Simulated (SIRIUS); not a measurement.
# PbSe (P6_3/mmc) in SIRIUS: reference runs

Aim: a first look at PbSe with PBE, on the cell as given.

All numbers are computed with SIRIUS 7.10.0; they aren't measurements. Logs are shortened: lines on timing, memory, paths and dates and some standing lists are left out, and cuts for length are marked. The log counts tension as positive stress, the text compression.

## (1) The structure

It takes space group P6_3/mmc (No. 194, hexagonal). The conventional cell has a = 4.270 Å, b = 4.270 Å, c = 7.646 Å, α = 90.00°, β = 90.00°, γ = 120.00°. Around Pb (site symmetry -6m2) lie 6 Se at 3.12 Å. Around Se (site symmetry -3m) lie 6 Pb at 3.12 Å.

The cell was built by a generator and needn't be a form met in nature.

## (2) Single point, PBE

sirius.json

```json
{
  "control": {
    "processing_unit": "cpu",
    "verbosity": 2,
    "num_bands_to_print": 41,
    "print_forces": true,
    "print_stress": true
  },
  "parameters": {
    "electronic_structure_method": "pseudopotential",
    "xc_functionals": ["XC_GGA_X_PBE", "XC_GGA_C_PBE"],
    "gk_cutoff": 9.3,
    "pw_cutoff": 18.6,
    "ngridk": [7, 7, 4],
    "shiftk": [0, 0, 0],
    "smearing": "fermi_dirac",
    "smearing_width": 0.0018374661,
    "num_bands": 41,
    "num_mag_dims": 0,
    "num_dft_iter": 100,
    "energy_tol": 1e-08,
    "density_tol": 1e-06
  },
  "iterative_solver": {
    "type": "davidson",
    "min_tolerance": 1e-09,
    "tolerance_scale": [0.1, 0.25]
  },
  "mixer": {
    "type": "anderson",
    "beta": 0.7,
    "max_history": 8
  },
  "settings": {
    "tol_ne": 1e-10,
    "pseudo_grid_cutoff": 6.5
  },
  "unit_cell": {
    "lattice_vectors": [
      [8.06909275763, 0.0, 0.0],
      [-4.034546378815, 6.988037133515, 0.0],
      [0.0, 0.0, 14.449356174942]
    ],
    "atom_coordinate_units": "lattice",
    "atom_types": ["Pb", "Se"],
    "atom_files": {
      "Pb": "Pb.json",
      "Se": "Se.json"
    },
    "atoms": {
      "Pb": [
        [0.66667, 0.33333, 0.75],
        [0.33333, 0.66667, 0.25]
      ],
      "Se": [
        [0.0, 0.0, 0.0],
        [0.0, 0.0, 0.5]
      ]
    }
  }
}
```

Potentials or basis: PseudoDojo 0.4.1 PBE standard (scalar relativistic).

The run is started by

```
$ upf_to_json Pb.upf
$ upf_to_json Se.upf
$ OMP_NUM_THREADS=1 sirius.scf --input=sirius.json --output=out.json --task=0
```

The log of the run:

```text
[info] SIRIUS version : 7.10.0
[info] number of MPI ranks           : 1
[info] MPI grid                      : 1 1
[info] maximum number of OMP threads : 1
[fft] FFT context for density and potential
[fft] =====================================
[fft]   comm size                             : 1
[fft]   plane wave cutoff                     : 18.6
[fft]   grid size                             : 50 50 90   total : 225000
[fft]   grid limits                           : -24 25   -24 25   -44 45
[fft]   number of G-vectors within the cutoff : 44260
[fft]   local number of G-vectors             : 44260
[fft]   number of G-shells                    : 11824
[fft] FFT context for coarse grid
[fft] =====================================
[fft]   comm size                             : 1
[fft]   plane wave cutoff                     : 18.6
[fft]   grid size                             : 50 50 90   total : 225000
[fft]   grid limits                           : -24 25   -24 25   -44 45
[fft]   number of G-vectors within the cutoff : 44260
[fft]   local number of G-vectors             : 44260
[fft]   number of G-shells                    : 11824
[unit cell] lattice vectors
[unit cell]   a1 :       8.0690927576      0.0000000000      0.0000000000
[unit cell]   a2 :      -4.0345463788      6.9880371335      0.0000000000
[unit cell]   a3 :       0.0000000000      0.0000000000     14.4493561749
[unit cell] reciprocal lattice vectors
[unit cell]   b1 :       0.7786730796      0.4495672524     -0.0000000000
[unit cell]   b2 :       0.0000000000      0.8991345047      0.0000000000
[unit cell]   b3 :       0.0000000000     -0.0000000000      0.4348418871
[unit cell] unit cell volume :       814.75757802 [a.u.^3]
[unit cell] 1/sqrt(omega)    :         0.03503368
[unit cell] MT volume        :         0.00000000 ( 0.00%)
[unit cell] IT volume        :       814.75757802 (100.00%)
[unit cell] number of atom types : 2
[unit cell] type id : 0 symbol : Pb mt_radius :  16.770000 num_atoms : 2
[unit cell] type id : 1 symbol : Se mt_radius :  12.130000 num_atoms : 2
[unit cell] total number of atoms : 4
[unit cell] number of symmetry classes : 2
[unit cell] number of PAW atoms : 0
[unit cell] atom id  type id  class id             position                      vector_field
[unit cell] ------------------------------------------------------------------------------------------
[unit cell]      0        0        0      0.66667   0.33333   0.75000      0.00000   0.00000   0.00000
[unit cell]      1        0        0      0.33333   0.66667   0.25000      0.00000   0.00000   0.00000
[unit cell]      2        1        1      0.00000   0.00000   0.00000      0.00000   0.00000   0.00000
[unit cell]      3        1        1      0.00000   0.00000   0.50000      0.00000   0.00000   0.00000
[unit cell] atom id         position (Cartesian, a.u.)
[unit cell] ---------------------------------------------
[unit cell]      0       4.034587    2.329322   10.837017
[... 305 lines left out ...]
[diagonalize] ik:   71   -1.408560   -1.408560   -1.408557   -1.408557   -1.408490   -1.408490   -1.408489   -1.408489   -1.408456   -1.408456   -0.299777   -0.299777   -0.298601   -0.298601   -0.297779   -0.297779   -0.297549   -0.297549   -0.296456   -0.296456   -0.121317   -0.121317    0.025525    0.025525    0.192662    0.192662    0.220320    0.220320    0.271439    0.271439    0.387448    0.387448    0.432449    0.432449    0.496184    0.496184    0.584032    0.584032    0.658292    0.658292    0.704905
[diagonalize] ik:   72   -1.408560   -1.408560   -1.408557   -1.408557   -1.408490   -1.408490   -1.408489   -1.408489   -1.408457   -1.408457   -0.299942   -0.299942   -0.298660   -0.298660   -0.297687   -0.297687   -0.297344   -0.297344   -0.296517   -0.296517   -0.124385   -0.124385    0.026414    0.026414    0.198452    0.198452    0.244793    0.244793    0.248180    0.248180    0.396993    0.396993    0.448293    0.448293    0.466929    0.466929    0.577546    0.577546    0.655417    0.655417    0.712537
[diagonalize] ik:   73   -1.408560   -1.408560   -1.408558   -1.408558   -1.408490   -1.408490   -1.408489   -1.408489   -1.408457   -1.408457   -0.299650   -0.299650   -0.298411   -0.298411   -0.298025   -0.298025   -0.297481   -0.297481   -0.296580   -0.296580   -0.127042   -0.127042    0.029485    0.029485    0.199313    0.199313    0.222018    0.222018    0.285342    0.285342    0.393599    0.393599    0.422883    0.422883    0.500733    0.500733    0.574169    0.574169    0.629486    0.629486    0.703792
[diagonalize] ik:   74   -1.408560   -1.408560   -1.408558   -1.408558   -1.408490   -1.408490   -1.408489   -1.408489   -1.408457   -1.408457   -0.299650   -0.299650   -0.298411   -0.298411   -0.298025   -0.298025   -0.297481   -0.297481   -0.296580   -0.296580   -0.127043   -0.127043    0.029486    0.029486    0.199314    0.199314    0.222017    0.222017    0.285342    0.285342    0.393598    0.393598    0.422883    0.422883    0.500733    0.500733    0.574170    0.574170    0.629486    0.629486    0.703792
[find] Charges and magnetic moments
[find] --------------------------------------------------------------------------------
[find] total charge          : 60.000000
[find] Energy
[find] --------------------------------------------------------------------------------
[find] valence_eval_sum               :     -31.61914086
[find] <rho|V^{XC}>                   :     -56.67637101
[find] <rho|E^{XC}>                   :     -88.37851976
[find] <mag|B^{XC}>                   :       0.00000000
[find] <rho|V^{H}>                    :     206.11901958
[find] one-electron contribution      :    -181.06178944 (Ha),    -362.12357887 (Ry)
[find] hartree contribution           :     103.05950979
[find] xc contribution                :     -88.37851976
[find] ewald contribution             :    -216.92707043
[find] PAW contribution               :       0.00000000
[find] smearing (-TS)                 :      -0.00000841
[find] SCF correction                 :      -0.00000014
[find] Total energy                   :    -383.30786998 (Ha),    -766.61573996 (Ry)
[find] Free energy (E-TS)             :    -383.30787839 (Ha),    -766.61575679 (Ry)
[find] band gap (eV)                  :       0.46455768
[find] Efermi                         :       0.32013485
[find] iteration : 10, RMS : 1.435696855144e-07, energy difference : 2.467004378559e-10
[find] Hartree energy of density residual : 2.212157326758e-12
[find] bands are converged : false
[find] iterative solver converged : true
[find] converged after 11 SCF iterations!
[find] Charges and magnetic moments
[find] --------------------------------------------------------------------------------
[find] total charge          : 60.000000
[find] Energy
[find] --------------------------------------------------------------------------------
[find] valence_eval_sum               :     -31.61914086
[find] <rho|V^{XC}>                   :     -56.67637101
[find] <rho|E^{XC}>                   :     -88.37851976
[find] <mag|B^{XC}>                   :       0.00000000
[find] <rho|V^{H}>                    :     206.11901958
[find] one-electron contribution      :    -181.06178944 (Ha),    -362.12357887 (Ry)
[find] hartree contribution           :     103.05950979
[find] xc contribution                :     -88.37851976
[find] ewald contribution             :    -216.92707043
[find] PAW contribution               :       0.00000000
[find] smearing (-TS)                 :      -0.00000841
[find] SCF correction                 :      -0.00000014
[find] Total energy                   :    -383.30786998 (Ha),    -766.61573996 (Ry)
[find] Free energy (E-TS)             :    -383.30787839 (Ha),    -766.61575679 (Ry)
[find] band gap (eV)                  :       0.46455768
[find] Efermi                         :       0.32013485
[ground_state] === stress tensor components [kbar] ===
[ground_state] === stress_kin ===
[ground_state] -54358.183722   -0.001676    0.000000
[ground_state]    -0.001676-54358.185657    0.000000
[ground_state]     0.000000    0.000000-54386.241302
[ground_state] === stress_har ===
[ground_state] -11367.369032    0.175974    0.000000
[ground_state]     0.175974-11367.169282    0.000000
[ground_state]     0.000000    0.000000-14480.397095
[ground_state] === stress_ewald ===
[ground_state] 27514.173637    0.276417    0.000000
[ground_state]     0.27641727514.487461    0.000000
[ground_state]     0.000000    0.00000023304.012235
[ground_state] === stress_vloc ===
[ground_state] -2451.052087   -0.451050    0.000000
[ground_state]    -0.451050-2451.564142    0.000000
[ground_state]     0.000000    0.000000 4911.289217
[ground_state] === stress_xc ===
[ground_state] -11092.752263    0.000269    0.000000
[ground_state]     0.000269-11092.751953    0.000000
[ground_state]     0.000000    0.000000-11096.599355
[ground_state] === stress_core ===
[ground_state] 18241.028790   -0.000055    0.000000
[ground_state]    -0.00005518241.028738    0.000000
[ground_state]     0.000000    0.00000018242.121885
[ground_state] === stress_nonloc ===
[ground_state] 33514.382407    0.000660    0.000000
[ground_state]     0.00066033514.383165    0.000000
[ground_state]     0.000000    0.00000033505.413970
[ground_state] === stress_us_nl ===
[ground_state] 33514.382407    0.000660    0.000000
[ground_state]     0.00066033514.383165    0.000000
[ground_state]     0.000000    0.00000033505.413970
[ground_state] === stress_total ===
[ground_state]     0.227731    0.000540    0.000000
[ground_state]     0.000540    0.228331    0.000000
[ground_state]     0.000000    0.000000   -0.400444
[ground_state] ==== total Forces in Ha/bohr =====
[ground_state] atom:    0, force:      -0.0000016      0.0000013      0.0000000
[ground_state] atom:    1, force:       0.0000016     -0.0000013     -0.0000000
[ground_state] atom:    2, force:       0.0000000      0.0000000      0.0000000
[ground_state] atom:    3, force:       0.0000000      0.0000000      0.0000000
[ground_state] ==== ultrasoft contribution from Qij =====
[ground_state] atom:    0, force:       0.0000000      0.0000000      0.0000000
[ground_state] atom:    1, force:       0.0000000      0.0000000      0.0000000
[ground_state] atom:    2, force:       0.0000000      0.0000000      0.0000000
[ground_state] atom:    3, force:       0.0000000      0.0000000      0.0000000
[ground_state] ==== non-local contribution from Beta-projector =====
[ground_state] atom:    0, force:       0.0000033     -0.0000017      0.0000000
[ground_state] atom:    1, force:      -0.0000033      0.0000017     -0.0000000
[ground_state] atom:    2, force:       0.0000000      0.0000000      0.0000000
[ground_state] atom:    3, force:       0.0000000      0.0000000      0.0000000
[ground_state] ==== contribution from local potential =====
[ground_state] atom:    0, force:       0.0000857     -0.0000472      0.0000000
[ground_state] atom:    1, force:      -0.0000857      0.0000472     -0.0000000
[ground_state] atom:    2, force:       0.0000000      0.0000000      0.0000000
[ground_state] atom:    3, force:       0.0000000      0.0000000      0.0000000
[ground_state] ==== contribution from core density =====
[ground_state] atom:    0, force:       0.0000000     -0.0000001      0.0000000
[ground_state] atom:    1, force:      -0.0000000      0.0000001      0.0000000
[ground_state] atom:    2, force:       0.0000000      0.0000000      0.0000000
[ground_state] atom:    3, force:       0.0000000      0.0000000      0.0000000
[ground_state] ==== Ewald forces from ions =====
[ground_state] atom:    0, force:      -0.0000886      0.0000482      0.0000000
[ground_state] atom:    1, force:       0.0000886     -0.0000482      0.0000000
[ground_state] atom:    2, force:       0.0000000      0.0000000      0.0000000
[ground_state] atom:    3, force:       0.0000000      0.0000000      0.0000000
[~DFT_ground_state] local op. applied: 82058
[~DFT_ground_state] evp. work count: 7838.26
[~DFT_ground_state] number of iterative solver steps: 4558
```

Wall time 17 min (1 thread of Arm Neoverse V1, shared host); peak memory 2.5 GiB.

What came out:

```
Free energy            : -10430.3387 eV
Pressure               : 0.0 GPa
Band gap on the k mesh : 0.46 eV
```

Caveat: spin-orbit coupling is left out, which as a rule narrows the gap of such compounds by several tenths of an eV; an odd mesh through Γ misses points on the zone boundary, where band edges often lie.
